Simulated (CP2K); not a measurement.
**Ru under changes of volume**

One of the cells (13.575 Å³/atom); the others are scaled copies at fixed shape and fractional positions:

```
Ru
1.0
     2.70580    0.00000    0.00000
    -1.35290    2.34329    0.00000
     0.00000    0.00000    4.28190
Ru
2
Direct
  0.66667 0.33333 0.75000
  0.33333 0.66667 0.25000
```

| Quantity | Value |
| --- | --- |
| Program | CP2K 2026.2 |
| Functional | PBEsol |
| Potentials or basis | POTENTIAL_UZH Ru GTH-PBE-q16; TZVP-MOLOPT-PBE-GTH basis |
| Density cutoff | 6123 eV |
| k mesh | 11 × 11 × 6 |
| Occupations | fermi-dirac, width 0.05 eV |
| Spin | no spin polarisation |

```csv
volume (Å³/atom),energy over the lowest point (meV/atom),pressure (GPa)
12.760,43.11,21.3
13.032,14.89,12.3
13.303,1.06,4.3
13.575,0.00,-2.8
13.846,10.31,-9.1
14.118,?,?
14.389,60.08,-19.7
```

Question: What does the run at 14.118 Å³/atom give?

Answer: Energy over the lowest point 30.71 meV/atom; pressure -14.7 GPa.

Worked out: A Birch-Murnaghan fit of order 3 (a polynomial in V^(-2/3)) to the other rows has its minimum at 13.46 Å³/atom with B0 = V·E''(V) = 349 GPa and B' = 4.8 at fixed shape and positions, which overstates the stiffness. It gives 30.74 meV/atom at 14.118 Å³/atom, against the run's 30.71, and -dE/dV = -14.8 GPa, against -14.7.

Energies are extrapolated to zero smearing.

Caveats: the potentials were made for another functional, which shifts forces and pressure; the basis of atomic orbitals isn't converged, which shifts pressures, moduli and gaps.
